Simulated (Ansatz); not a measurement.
# Co (P6_3/mmc) in Ansatz: a series of runs, part 2 of 2

Ansatz 0.2.0.

**6. Relaxation of cell and atoms, revPBE+D3(BJ), collinear spin, ferromagnetic start**

File input.yaml:

```yaml
crystal:
  lattice:
    - [2.4719999032, 0.0, 0.0]
    - [-1.2359999516, 2.1408147143, 0.0]
    - [0.0, 0.0, 4.02114408]
  atoms:
    - { symbol: Co, position: [0.6666666667, 0.3333333333, 0.75], spin: 2.0 }
    - { symbol: Co, position: [0.3333333333, 0.6666666667, 0.25], spin: 2.0 }
kpoints:
  mp_grid: { grid: [12, 12, 7] }
scf:
  occupations: { method: fermi_dirac, width: 0.05 }
hamiltonian:
  xc: revpbe
  dispersion: d3bj
  pseudopotentials: { kind: all_electron, lapw: { basis_error: 0.001 } }
magnetization:
  spin_polarized: true
output:
  forces: true
  stress: true
relax:
  f_tol: 0.01
  max_steps: 60
  cell: {}
```

Potentials or basis: all-electron LAPW, scalar-relativistic.

On the command line:

```bash
ansatz run input.yaml --threads 2 --pin off --max-ram 6144MiB --backend cpu --events-out ev --progress --plain --runs-dir out
```

Log:

```text
Warning: RAYON_NUM_THREADS=2 ignored (pool sized by the plan → 2); use --threads N
The last accepted step is kept in <dir> (removed where the run ends without a failure and the disk answers)
LAPW: plane waves up to 9.423 Å⁻¹, error target 1.0e-3 eV per atom; small_component_spin mean_spin; Co in spheres of 1.196 Å, 17 of its electrons in bands, Dirac shells [] (how accurate: hamiltonian.pseudopotentials.lapw.basis_error, Limitations)
Engine: ansatz 0.2.0, x86_64-unknown-linux-gnu
Pseudopotentials: kind: all_electron
Pseudopotential: Co, LAPW, valence charge 17, lapw/all_electron/scalar/gaussian/Co, Koelling and Harmon's equation, gaussian nucleus
Functional definition: revPBE
  parameter kappa = 1.245
  parameter beta = 0.06672455060314922
  exchange = pbe_x(kappa = kappa, mu = beta*pi^2/3)
  correlation = pbe_c(beta = beta)
Crystal: 2 atoms, lattice volume = 21.280 Å³
Basis set: ecut = 338.3297012968742 eV, 313 PW (Γ), exchange–correlation at level 2
Bands: 23, of which v1, the nominal top of the filled ones, is band 17 counted from 1 (16 counted from 0)
Symmetry: 24 space group operations
Space group: P63/mmc (ITA 194), of the structure as read, at distance tolerance 2.8e-5 Å
Magnetic group: BNS 194.263 (UNI 1493), of the structure as read, at distance tolerance 2.8e-5 Å
k-points: 76 of 1008
Non-local potential: Co, projectors of the file, none
Initial density: superposition of atomic densities (chi_scale 0.1, normalization cell)
[... 70 lines left out ...]
SCF converged after 3 iterations
Magnetization: 3.1985 μB (18.5992 up, 15.4008 down)
Absolute magnetization: 3.5343 μB (∫|ρ↑−ρ↓|)
Spin contamination: 0.0561 ħ² per cell (⟨S²⟩ above its minimum at these occupations)
Per-site moments (μB) at R_I (Å): [(1.6648448012052022, 1.1890676417311616), (1.6648448012052022, 1.1890676417311616)]
Free energy (F): -75843.753299 eV
Harris-Foulkes:  -75843.753299 eV  (|F-HF|=2.33e-10)
Internal energy: -75843.738176 eV  (E = F + TS)
E sigma→0 (E₀):  -75843.745738 eV
Entropy (-TS):   -0.015122 eV (-7.561 meV/atom)
Fermi energy:    20.028953 eV
--- Per-component energies (eV) ---
  E_band       = -445.351789
  E_kinetic    = 76975.685412
  E_xc         = -3257.679522
  E_electrostatic = -149560.080374  (all electrons and nuclei)
  E_disp       = -1.663693  (pairwise vdW)
  E_smearing   = -0.015122  (= −TS)
  E_closure    = 0.000000  (closes the sum)
  E_atoms      = -75826.345502  (free atoms, spherical and without spin; not in F)
  Σ components = -75843.753299   (vs F -75843.753299, Δ=0.00e0)
  Basis errors (estimates in eV, not in F): energy 2.2e-4 per atom: plane waves 2.2e-4 (1.2e-4 summed), levels above the bands 2.8e-89, relativity 3.8e-8, radial functions 4.9e-6, core shells 3.4e-9; eigenvalues (radial functions only) 5.2e-7; not estimated: angular momenta, meshes, grids; target (lapw.basis_error) 1.0e-3; muffin-tin radii Co 1.189 Å
--- Forces (eV/Å), atoms counted from 1 ---
  atom   1  Co    -0.00000000    -0.00000000     0.00000000
  atom   2  Co    -0.00000000     0.00000000     0.00000000
  max |Σ_I F_I| component: 1.39e-17 eV/Å
--- Stress (GPa, compression-positive) ---
        0.000121       0.000000       0.000000
        0.000000       0.000121       0.000000
        0.000000       0.000000      -0.003897
  P = ⅓ Tr σ = -0.0012 GPa (-0.012 kbar)
--- Relaxed structure (4 steps of the walk, 4 accepted, 1 SCFs on fresh bases) ---
  F+E_penalty+E_count = -75843.75329873 eV   max|allowed force component| = 3.701e-17 eV/Å   (the final SCF, on the basis selected at the relaxed cell)
  cell:  # Å, volume = 20.9213 Å³
    - [2.464755533154057, 0.0, 0.0]
    - [-1.2323777665770286, 2.1345409058296716, 0.0]
    - [0.0, 0.0, 3.9765823443342683]
  atoms:
    - { symbol: Co, position: [0.6666666666666666, 0.33333333333333326, 0.75] }
    - { symbol: Co, position: [0.33333333333333326, 0.6666666666666665, 0.24999999999999997] }
```

Run time: 3.7 min. Hardware: 2 threads of AMD EPYC (Zen 3), shared host; peak memory 0.58 GiB.

Results:

```
Free energy                            : -75843.7533 eV
Relaxed volume                         : 10.46 Å³/atom
Relaxed cell                           : a = 2.465 Å, b = 2.465 Å, c = 3.977 Å, α = 90.00°, β = 90.00°, γ = 120.00°
Space group after relaxing (to 0.05 Å) : P6_3/mmc (No. 194)
Energy gained by relaxing              : 2.6 meV/atom
Ionic steps                            : 5
Pressure after relaxing                : 0.0 GPa
Net moment                             : 3.20 μB per cell
Absolute moment                        : 3.53 μB per cell
Site moments                           : Co +1.66 μB
```

The path:
| step | energy change (eV) | largest force (eV/Å) | volume (Å³) |
| --- | --- | --- | --- |
| 1 | 0.0000 | 0.0000 | 21.28 |
| 2 | -0.0039 | 0.0000 | 21.10 |
| 3 | -0.0053 | 0.0000 | 20.91 |
| 4 | -0.0053 | 0.0000 | 20.92 |
| 5 | -0.0053 | 0.0000 | 20.92 |

Final structure:
```yaml
crystal:
  lattice:
    - [2.46476, 0.00000, 0.00000]
    - [-1.23238, 2.13454, 0.00000]
    - [0.00000, 0.00000, 3.97658]
  atoms:
    - { symbol: Co, position: [0.66667, 0.33333, 0.75000] }
    - { symbol: Co, position: [0.33333, 0.66667, 0.25000] }
```

**7. Relaxation of cell and atoms, revPBE+D4, collinear spin, ferromagnetic start**

Changes to input.yaml since step 6:

```diff
@@ -14,3 +14,3 @@
   xc: revpbe
-  dispersion: d3bj
+  dispersion: d4
   pseudopotentials: { kind: all_electron, lapw: { basis_error: 0.001 } }
@@ -22,3 +22,3 @@
 relax:
-  f_tol: 0.01
+  f_tol: 0.005
   max_steps: 60
```

On the command line:

```bash
ansatz run input.yaml --threads 2 --pin off --max-ram 6144MiB --backend cpu --events-out ev --progress --plain --runs-dir out
```

Wall time 3.1 min (2 threads of AMD EPYC (Zen 3), shared host); peak memory 0.58 GiB.

The run converged. Its results:

```yaml
Free_energy: -75843.6038 eV
Relaxed_volume: 10.55 Å³/atom
Relaxed_cell: a = 2.472 Å, b = 2.472 Å, c = 3.987 Å, α = 90.00°, β = 90.00°, γ = 120.00°
Space_group_after_relaxing_to_0.05_Å: P6_3/mmc (No. 194)
Energy_gained_by_relaxing: 1.1 meV/atom
Ionic_steps: 5
Pressure_after_relaxing: 0.0 GPa
Net_moment: 3.22 μB per cell
Absolute_moment: 3.56 μB per cell
Site_moments: Co +1.67 μB
```

The path:
```tsv
step	energy change (eV)	largest force (eV/Å)	volume (Å³)
1	0.0000	0.0000	21.28
2	-0.0015	0.0000	21.19
3	-0.0021	0.0000	21.09
4	-0.0021	0.0000	21.10
5	-0.0021	0.0000	21.10
```

Final structure:
```
CELL_PARAMETERS angstrom
2.47177 0.00000 0.00000
-1.23588 2.14061 0.00000
0.00000 0.00000 3.98745
ATOMIC_POSITIONS crystal
Co 0.66667 0.33333 0.75000
Co 0.33333 0.66667 0.25000
```

**8. Summary**

| task | level | cell | cutoff (eV) | smearing | gap on the mesh (eV) | pressure (GPa) | moment (μB) | relaxed volume (Å³/atom) |
| --- | --- | --- | --- | --- | --- | --- | --- | --- |
| single point | PBE | as given | 315 | gaussian 0.015 eV | none | 4.6 | 3.22 | - |
| single point | PBE | as given | 315 | gaussian 0.025 eV | none | 4.6 | 3.22 | - |
| relaxation of cell and atoms | BLYP | relaxed | - | fermi-dirac 0.05 eV | - | 0.0 | 3.27 | 11.36 |
| relaxation of cell and atoms | LDA | relaxed | - | fermi-dirac 0.05 eV | - | 0.0 | 2.98 | 9.99 |
| relaxation of cell and atoms | revPBE+D3(BJ) | relaxed | - | fermi-dirac 0.05 eV | - | 0.0 | 3.20 | 10.46 |
| relaxation of cell and atoms | revPBE+D4 | relaxed | - | fermi-dirac 0.05 eV | - | 0.0 | 3.22 | 10.55 |

Alike in all rows: potentials or basis all-electron LAPW, scalar-relativistic; spin collinear, ferromagnetic start; k mesh 12 × 12 × 7; basis error allowed 0.001 eV/atom.

Compare energies only between runs with the same functional and basis.
